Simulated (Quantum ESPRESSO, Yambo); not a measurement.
# PbS (Galena): G0W0 with Yambo, start to end, part 3 of 3

Wanted: ground state, empty states, screening and self-energy for PbS (Galena).

Quantum ESPRESSO 7.5 and Yambo 5.3.0; PBE and many-body steps on it, plane waves. Known limits of the many-body steps: not at the basis limit; model gap, bands may invert with spin-orbit coupling; no spin-orbit coupling; coarse k mesh.

So far. Step 3 (Bands along the symmetry lines): The gap is 0.368 eV, as in the run before at this level. Step 4 (Empty states on the mesh, 4×4×4 mesh, 150 bands): On this mesh the gap is 0.368 eV.

The database entry behind the starting cell differs from later determinations by our own check (about 0.1 % short), so it need not match the best structure at ambient conditions.

### 6. Screening and self-energy, 4×4×4 mesh, 150 bands, screening to 210.9 eV

Now the one-shot GW correction: screening in the RPA, then the self-energy of the levels asked for.

This step: G0W0 on PBE, plane waves, norm-conserving pseudopotentials.

gw1.in

```
HF_and_locXC
gw0
dyson
ppa
em1d
rim_cut
RandQpts= 1000000
RandGvec= 1 RL
EXXRLvcs= 76 Ry
VXCRLvcs= 304 Ry
Chimod= "HARTREE"
% BndsRnXp
 1 | 150 |
%
NGsBlkXp= 15.5 Ry
% LongDrXp
 1 | 1 | 1 |
%
% GbndRnge
 1 | 150 |
%
DysSolver= "n"
ExtendOut
PPAPntXp= 27.21138 eV
% QPkrange
 3 | 3 | 13 | 16 |
 1 | 1 | 13 | 16 |
%
```

Command:

```bash
$ OMP_NUM_THREADS=1 mpirun -n 4 yambo -F gw1.in -J gw1 -C gw1 > gw1.log
```

The program printed:

```text
 Yambo, version 5.3.0

 [02] CORE Variables Setup
 =========================

  [... cell, symmetries and grids as in the set-up ...]

  [02.05] Energies & Occupations
  ==============================

  [X] === General ===
  [X] Electronic Temperature                        :  0.000000  0.000000 [eV K]
  [X] Bosonic    Temperature                        :  0.000000  0.000000 [eV K]
  [X] Finite Temperature mode                       : no
  [X] El. density                                   :  0.53669E+24 [cm-3]
  [X] Fermi Level                                   :  9.908065 [eV]

  [X] === Gaps and Widths ===
  [X] Conduction Band Min                           :  0.368214 [eV]
  [X] Valence Band Max                              :  0.000000 [eV]
  [X] Filled Bands                                  :  14
  [X] Empty Bands                                   :   15  150
  [X] Direct Gap                                    :  0.368214 [eV]
  [X] Direct Gap localized at k                     :  3
  [X] Indirect Gap                                  :  0.368214 [eV]
  [X] Indirect Gap between kpts                     :  3  3
  [X] Last valence band width                       :  3.438853 [eV]
  [X] 1st conduction band width                     :  4.848504 [eV]

 [03] Transferred momenta grid and indexing
 ==========================================

 IBZ Q-points                                      :   8
 BZ  Q-points                                      :   64

 K/Q-points units:
 rlu = crystal or reduced units; cc = cartesian coordinates; iku = interal k-units

 Q [1]          [rlu]:  0.000000  0.000000  0.000000
 Q [2]          [rlu]:  0.43103E-17  0.43103E-17  0.25000
 Q [3]          [rlu]: -0.86205E-17 -0.86205E-17 -0.50000
 Q [4]          [rlu]:  0.82859E-17  0.25000      0.25000
 Q [5]          [rlu]:  0.91933E-17  0.25000      0.50000
 Q [6]          [rlu]: -0.86205E-17  0.25000     -0.25000
 Q [7]          [rlu]: -0.16572E-16 -0.50000     -0.50000
 Q [8]          [rlu]:  0.250000 -0.500000 -0.250000

 [04] Coloumb potential Random Integration (RIM)
 ===============================================

  [04.01] RIM initialization
  ==========================

  * Diagonal components only detected *

  8 x (sBL volume)        :  0.088068 [a.u.]
  sBZ random points       :  1000000
  Points outside the sBZ  :   7999624
  RL volume               :  0.704546 [a.u.]
  Integrated volume       :  0.704579 [a.u.]

  [04.02] RIM integrals
  =====================

  Gamma point sphere radius             :  0.080703 [a.u.]
  Points outside the sphere             :   799635
  [Int_sBZ(q=0) 1/q^2]*(Vol_sBZ)^(-1/3) =:  7.763403
                                 should be <:  7.795600

  Summary of Coulomb integrals for non-metallic bands |Q|[au] RIM/Bare

  Q [1] 0.100000E-4 0.995870 * Q [2] 0.242726 1.064399
  Q [4] 0.280276 1.062895 * Q [6] 0.396371 1.025542
  Q [5] 0.464786 1.018794 * Q [3] 0.485453 1.016436
  Q [7] 0.560553 1.013461 * Q [8] 0.626717 1.010414

 [05] Dipoles
 ============

  [05.01] Setup: observables and procedures
  =========================================

 [06] Dynamic Dielectric Matrix (PPA)
 ====================================

 [WR./gw1//ndb.pp]---------------------------------------------------------------
  Brillouin Zone Q/K grids (IBZ/BZ)                :    8   64    8   64
  RL vectors                                       :   4909 [WF]
  Coulomb cutoff potential                         : none
  Electronic Temperature                           :  0.000000 [K]
  Bosonic    Temperature                           :  0.000000 [K]
  PPA    diel. fun.  energies                      : Perdew, Burke & Ernzerhof(X)+Perdew, Burke & Ernzerhof(C)
  wavefunctions                                    : Perdew, Burke & Ernzerhof(X)+Perdew, Burke & Ernzerhof(C)
  Global Gauge                                     : length
  X matrix size                                    :   387
  X band range                                     :    1  150
  X e/h energy range                               : -1.000000 -1.000000 [eV]
  X Time ordering                                  : R
  X Hxc Kernel                                     : HARTREE
  X Drude frequency                                :  0.000000  0.000000
  X poles                                          :  100.0000 [o/o]
  RL vectors in the sum                            :   4909
  [r,Vnl] included                                 : yes
  Field direction                                  :  0.577350E-5  0.577350E-5  0.577350E-5
  BZ energy Double Grid                            : no
  BZ energy DbGd points                            : 0
  BZ Q point size factor                           : -1.000000
  X Optical Averaged directions                    : none

 [07] Local Exchange-Correlation + Non-Local Fock
 ================================================

 [VXC] Plane waves :  31283
 [EXS] Plane waves :   3943

 QP @ state[ 1 ] K range:  1  1
 QP @ state[ 1 ] b range:  13  16
 QP @ state[ 2 ] K range:  3  3
 QP @ state[ 2 ] b range:  13  16

 [xc] Functional : Perdew, Burke & Ernzerhof(X)+Perdew, Burke & Ernzerhof(C)
 [xc] LIBXC used to calculate xc functional
  PP Number of Atomic Species                      :  2
  NLCC RL compoments                               :  31283
  PP Number of Atomic Species                      :  2
  NLCC RL compoments                               :  31283

 [xc] E_xc :  -18.16916 [Ha]
      E_xc :  -36.33832 [Ry]

  Local XC kind (lXC) : Perdew, Burke & Ernzerhof(X)+Perdew, Burke & Ernzerhof(C)
  Non-Local XC kind (nlXC) : Hartree-Fock

  Corrections @ K [1] :  [eV]
 <13|nlXC|13> = -15.58544 -0.13752E-16 <13|lXC|13> = -12.64450 -0.94408E-16
 <14|nlXC|14> = -15.58539  0.74768E-17 <14|lXC|14> = -12.64450 -0.94408E-16
 <15|nlXC|15> = -7.031848 -0.35301E-17 <15|lXC|15> = -12.02605 -0.37763E-15
 <16|nlXC|16> = -7.031274  0.36699E-17 <16|lXC|16> = -12.02605  0.37763E-15

  Corrections @ K [3] :  [eV]
 <13|nlXC|13> = -15.81709  0.10159E-16 <13|lXC|13> = -13.03233 -0.94408E-16
 <14|nlXC|14> = -15.16526  0.47831E-17 <14|lXC|14> = -13.95007 -0.22127E-16
 <15|nlXC|15> = -6.678641 -0.31748E-17 <15|lXC|15> = -9.983040  0.94408E-16
 <16|nlXC|16> = -7.283517 -0.26183E-17 <16|lXC|16> = -10.96201 -0.14751E-16

 [08] Dyson equation: Newton solver
 ==================================

  [08.01] G0W0 (W PPA)
  ====================

  [  GW  ] Bands range     :    1  150
  [GW/PPA] G damping       :  0.100000 [eV]

  QP @ state[ 1 ] K range:  1  1
  QP @ state[ 1 ] b range:  13  16
  QP @ state[ 2 ] K range:  3  3
  QP @ state[ 2 ] b range:  13  16

   Sc/G bands                                       :    1  150
   Sc/G damping                                     :  0.100000 ev
   Sc bands terminator                              : no
   Sx RL components                                 :   3943

   QP @ state[ 1 ] K range                          :  1  1
   QP @ state[ 1 ] b range                          :  13  16
   QP @ state[ 2 ] K range                          :  3  3
   QP @ state[ 2 ] b range                          :  13  16
   GF energies kind                                 : Perdew, Burke & Ernzerhof(X)+Perdew, Burke & Ernzerhof(C)
   GF WF`s kind                                     : Perdew, Burke & Ernzerhof(X)+Perdew, Burke & Ernzerhof(C)
   Xs energies kind                                 : Perdew, Burke & Ernzerhof(X)+Perdew, Burke & Ernzerhof(C)
   Xs WF`s kind                                     : Perdew, Burke & Ernzerhof(X)+Perdew, Burke & Ernzerhof(C)

 [11] Game Over & Game summary
```

It took 3.5 min on 4 MPI ranks of Arm Neoverse V1, shared host; peak memory 1.7 GiB.

Numbers from this step:

| Item | Value |
| --- | --- |
| G0W0 gap on the points computed | 0.6214 eV |
| starting gap on the mesh | 0.3682 eV |
| k of the valence top | 0, 0, -0.5 |
| k of the conduction bottom | 0, 0, -0.5 |
| least direct G0W0 gap on the computed points | 0.6214 eV |
| Z at the valence top | 0.7850 |
| Z at the conduction bottom | 0.8083 |

The gap on the mesh goes from 0.37 eV to 0.62 eV, a correction of +0.25 eV.

Limits: finite bands, cutoff and mesh; model gap, bands may invert with spin-orbit coupling; no spin-orbit coupling; coarse k mesh. v1 is the top filled band, c1 the lowest empty one. The levels before and after the correction (eV, zero at the valence-band top of each column):

```csv
,conduction bottom,valence top
Kohn-Sham,0.37,0.00
G0W0,0.62,0.00
```

```csv
,level,energy (eV)
Kohn-Sham,(0 0 -0.5) v2,-1.781
Kohn-Sham,(0 0 -0.5) v1,0.000
Kohn-Sham,(0 0 -0.5) c1,0.368
Kohn-Sham,(0 0 -0.5) c2,1.964
G0W0,(0 0 -0.5) v2,-2.017
G0W0,(0 0 -0.5) v1,0.000
G0W0,(0 0 -0.5) c1,0.621
G0W0,(0 0 -0.5) c2,2.405
```

### 7. Where the time went

Times are wall times on the hardware named with each run, good to a factor of about two.

```csv
step,time,share,memory (GiB)
ground state,7.2 s,3 %,0.27
bands along the symmetry lines,6.3 s,3 %,0.23
empty states on the mesh,15 s,6 %,0.4
conversion and set-up,2.7 s,1 %,0.25
screening and self-energy,3.5 min,87 %,1.7
```

### 8. What came out

| Quantity | Value |
| --- | --- |
| PBE gap | 0.37 eV, direct |
| G0W0 gap on the mesh | 0.62 eV |
| GW settings | 4×4×4 mesh, 150 bands, screening to 210.9 eV, Godby-Needs plasmon pole |
| known limits | not at the basis limit; model gap, bands may invert with spin-orbit coupling; no spin-orbit coupling; coarse k mesh |

**Reading.** G0W0 moves the gap on the mesh from 0.37 eV to 0.62 eV (+0.25 eV), with Z of 0.78 and 0.81 at the edges. Only 2 of the mesh's irreducible points were corrected, so a valley elsewhere could overtake. The dearest step here is «screening and self-energy». Bands and cutoff are finite, so the gap is not at the basis limit. The miss can reach some tenths of an eV and take either sign; the mesh is an error of its own. In the G0W0 run levels were corrected at 2 k points alone, so a gap called «on the mesh» is the least over those, and an edge elsewhere would be missed. The 4×4×4 mesh is coarse for this cell, which bears on the long-range parts of exchange and screening. Where an edge is built on 6p states of lead, bismuth or thallium, scalar-relativistic gaps usually stand too wide, by a few tenths to over one eV. With atoms this heavy and so narrow a gap, spin-orbit coupling can invert the bands. These scalar-relativistic gaps are then model values, not to be set against experiment, and a spin-orbit change taken from DFT can't simply be added.

[Paths, hosts, dates, memory and timing lines, banners, echoed tables and standing remarks are left out of the program output.]

[Logs are printed without paths, hosts, clocks, repeated set-up lines and the standing remarks that a program may print on its own settings, such as how far it seeks lower states.]

[Runs of the session that timed out or met a known fault of the program may be left out.]

[Hosts, paths, dates, database ids (printed as entryN), source tags and the programs' standing remarks are cut or masked in the printed files.]
